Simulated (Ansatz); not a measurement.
TePt:

```xyz
4
Lattice="1.9816 1.1441 6.6610 -1.9816 1.1441 6.6610 0.0000 -2.2881 6.6610" Properties=species:S:1:pos:R:3 pbc="T T T"
Pt    0.0000    0.0000    2.5911
Pt    0.0000    0.0000   17.3920
Te    0.0000    0.0000    8.0332
Te    0.0000    0.0000   11.9499
```

```yaml
Program: Ansatz 0.2.0
Task: single point
Functional: PBEsol
Potentials_or_basis: all-electron LAPW, scalar-relativistic
Cutoff: 311 eV (chosen from the basis error)
Basis_error_allowed: 0.001 eV/atom
k_mesh: 8 × 8 × 8
Occupations: fermi-dirac, width 0.05 eV
Spin: no spin polarisation
```

On this cell: pressure -0.3 GPa; largest force 0.193 eV/Å; band gap on the k mesh none (metal or under the smearing width).

The same run follows on a disturbed copy (atoms moved at random, drawn with an rms of 0.05 Å):

```
Pt Te
1.0
     1.98157    1.14406    6.66103
    -1.98157    1.14406    6.66103
     0.00000   -2.28812    6.66103
Pt Te
2 2
Direct
  0.12634 0.13698 0.12194
  0.85946 0.88660 0.86838
  0.40562 0.39882 0.40234
  0.59421 0.59596 0.59999
```

Task: What changes?

Result: The energy (extrapolated to zero smearing) moves by +12.3 meV/atom; pressure 0.6 GPa; largest force 0.938 eV/Å; band gap on the k mesh none (metal or under the smearing width).

Forces on the atoms (eV/Å):
```
Pt   0.121 -0.228  0.578
Pt   0.589 -0.151 -0.715
Te  -0.272  0.168 -0.325
Te  -0.438  0.211  0.462
```

Stress tensor (GPa, compression positive):
```
 1.00 -0.07  0.05
-0.07  0.72  0.23
 0.05  0.23  0.17
```
